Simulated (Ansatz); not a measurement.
Runs of Ansatz 0.2.0 on Ni. It takes space group Im-3m (No. 229, cubic). Conventional cell: a = 2.767 Å, b = 2.767 Å, c = 2.767 Å, α = 90.00°, β = 90.00°, γ = 90.00°. Around Ni (site symmetry m-3m) lie 8 Ni at 2.40 Å. This isn't the form of Ni at room conditions, which is fcc.

| task | level | cell | cutoff (eV) | points for each segment of the path | gap on the mesh (eV) | pressure (GPa) | moment (μB) | relaxed volume (Å³/atom) |
| --- | --- | --- | --- | --- | --- | --- | --- | --- |
| relaxation of cell and atoms | HSEsol | relaxed | 420 | - | none | 0.0 | 0.86 | 10.54 |
| band structure | HSEsol | as given | 420 | 4 | none | (a) | 0.86 | - |
| relaxation of cell and atoms | PBE0 | relaxed | 420 | - | none | 0.0 | 0.53 | 10.62 |
| single point | PBEsol0 | as given | 420 | - | none | (b) | 0.53 | - |
| single point | r2SCAN0 | as given | 500 | - | none | 1.1 | 0.86 | - |

Alike in all rows: potentials or basis Ansatz PAW; spin collinear, ferromagnetic start; k mesh 7 × 7 × 7; smearing fermi-dirac 0.05 eV; the mesh is coarse, so values aren't converged.

Question: Estimate the missing entries.

Answer: (a) -1.0; (b) -7.0.

Caveats: all runs use coarse meshes; the magnetic or orbital state may not be the lowest; the PAW data sets come from PBE, with cores solved anew for the run's functional, which leaves a small shift of forces and pressure; the thresholds are loose for stress (some runs); the plane-wave basis is chosen anew once the cell has moved, so the energies of steps on either side of that aren't comparable (some runs).

A gap of «none» marks a metal or a gap under the smearing width.
